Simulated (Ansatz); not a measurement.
# Cd3InO: one candidate of a structure search

Where does this trial cell of Cd3InO go when cell and atoms are let free?

Program: Ansatz 0.2.0. Level of theory: DFT PBE, scalar-relativistic, plane waves, PAW. These are calculated values, not measurements.

2 further runs of the same task are left out: 1 that didn't finish, 1 set aside as unsound or not needed.

## Step 1: The system as given

The structure is cubic, space group Pm-3m (No. 221). Conventional cell: a = 4.768 Å, b = 4.768 Å, c = 4.768 Å, α = 90.00°, β = 90.00°, γ = 90.00°. Cd (site symmetry 4/mmm) is surrounded by 2 O at 2.38 Å. Around In (site symmetry m-3m) lie 12 Cd at 3.37 Å. O (site symmetry m-3m) is surrounded by 6 Cd at 2.38 Å.

Structure file:

```
Cd In O
1.0
     4.76796    0.00000    0.00000
     0.00000    4.76796    0.00000
     0.00000    0.00000    4.76796
Cd In O
3 1 1
Cartesian
  2.3840 0.0000 2.3840
  2.3840 2.3840 0.0000
  0.0000 2.3840 2.3840
  0.0000 0.0000 0.0000
  2.3840 2.3840 2.3840
```

The cell is invented: species swapped into a database cell of Pr3InO (Pm-3m, No. 221), with Cd on the Pr sites. Lengths come from tabulated atomic sizes and are only a guess.

## Step 2: The guess as it stands, on a coarse mesh

File input.yaml:

```yaml
crystal:
  lattice:
    - [4.76796178, 0.0, 0.0]
    - [0.0, 4.76796178, 0.0]
    - [0.0, 0.0, 4.76796178]
  atoms:
    - { symbol: Cd, position: [0.5, 0.0, 0.5] }
    - { symbol: Cd, position: [0.5, 0.5, 0.0] }
    - { symbol: Cd, position: [0.0, 0.5, 0.5] }
    - { symbol: In, position: [0.0, 0.0, 0.0] }
    - { symbol: O, position: [0.5, 0.5, 0.5] }
basis:
  ecutwfc: 420
kpoints:
  mp_grid: { grid: [4, 4, 4] }
hamiltonian:
  xc: pbe
scf:
  occupations: { method: gaussian, width: 0.1 }
  lower_state_search: "off"
output:
  forces: true
  stress: true
  eigenvalues: true
```

Launch:

```console
> ansatz run input.yaml --threads 1 --pin off --max-ram 2560MiB --backend cpu --events-out ev --progress --plain --runs-dir out
```

Standard output (excerpt; [...] marks lines left out):

```text
[...]
SCF converged after 7 iterations
Free energy (F): -30926.834943 eV
[...]
E sigma→0 (E₀):  -30926.827794 eV
Entropy (-TS):   -0.014299 eV (-2.860 meV/atom)
Fermi energy:    11.574458 eV
[...]
--- Forces (eV/Å), atoms counted from 1 ---
  atom   1  Cd     0.00000000    -0.00000000     0.00000000
  atom   2  Cd     0.00000000     0.00000000    -0.00000000
  atom   3  Cd     0.00000000     0.00000000     0.00000000
  atom   4  In    -0.00000000     0.00000000    -0.00000000
  atom   5  O      0.00000000     0.00000000     0.00000000
[...]
--- Stress (GPa, compression-positive) ---
       -1.091213       0.000000      -0.000000
        0.000000      -1.091213       0.000000
        0.000000       0.000000      -1.091213
  P = ⅓ Tr σ = -1.0912 GPa (-10.912 kbar)
--- Band table (eV; the first three rows and the last of 10) ---
[...]
```

It took 2.9 s on 1 thread of Arm Neoverse V2, shared host; peak memory 0.36 GiB.

Read-out: pressure -1.1 GPa, largest force 0.00 eV/Å, gap on this mesh none (metal). The coarse relaxation is skipped.

## Step 3: Spin check on a coarse mesh

input.yaml, as its differences from that of step 2:

```diff
@@ -10,3 +10,3 @@
     - { symbol: In, position: [0.0, 0.0, 0.0] }
-    - { symbol: O, position: [0.5, 0.5, 0.5] }
+    - { symbol: O, position: [0.5, 0.5, 0.5], spin: 1.0 }
 basis:
@@ -24 +24,4 @@
   eigenvalues: true
+  populations: true
+magnetization:
+  spin_polarized: true
```

Launch:

```console
> ansatz run input.yaml --threads 1 --pin off --max-ram 2560MiB --backend cpu --events-out ev --progress --plain --runs-dir out
```

Standard output (excerpt; [...] marks lines left out):

```text
[...]
SCF converged after 16 iterations
Magnetization: -0.0000 μB (39.5000 up, 39.5000 down)
Absolute magnetization: 0.0000 μB (∫|ρ↑−ρ↓|, with the PAW one-centre terms)
Spin contamination: 0.0000 ħ² per cell (⟨S²⟩ above its minimum at these occupations)
[...]
        0.000000      -1.091119       0.000000
       -0.000000       0.000000      -1.091119
  P = ⅓ Tr σ = -1.0911 GPa (-10.911 kbar)
--- Band table (eV; the first three rows and the last of 20) ---
[...]
--- Löwdin populations: 5 sites ---
  site symbol       q [e]    m [muB]
     0     Cd     18.8795    -0.0000
     1     Cd     18.8795    -0.0000
     2     Cd     18.8795    -0.0000
     3     In     14.6733     0.0000
     4      O      7.1573    -0.0000
  spilling = 0.006722 (of n_electrons = 79.000000)
```

It took 11 s on 1 thread of Arm Neoverse V2, shared host; peak memory 0.4 GiB.

Site by site:

```csv
atom,Löwdin electrons
Cd1,18.88
Cd2,18.88
Cd3,18.88
In4,14.67
O5,7.16
```

The Löwdin counts miss 0.53 of the 79 electrons, which the atomic orbitals do not span, so they are no charges.

The same cell is solved with trial moments on O. The largest site moment that stays is 0.00 μB and the cell's total 0.00 μB. The workflow keeps spin only above 0.25 μB on a site, so the next run goes without spin.

(Part 1 of 2 ends here.)
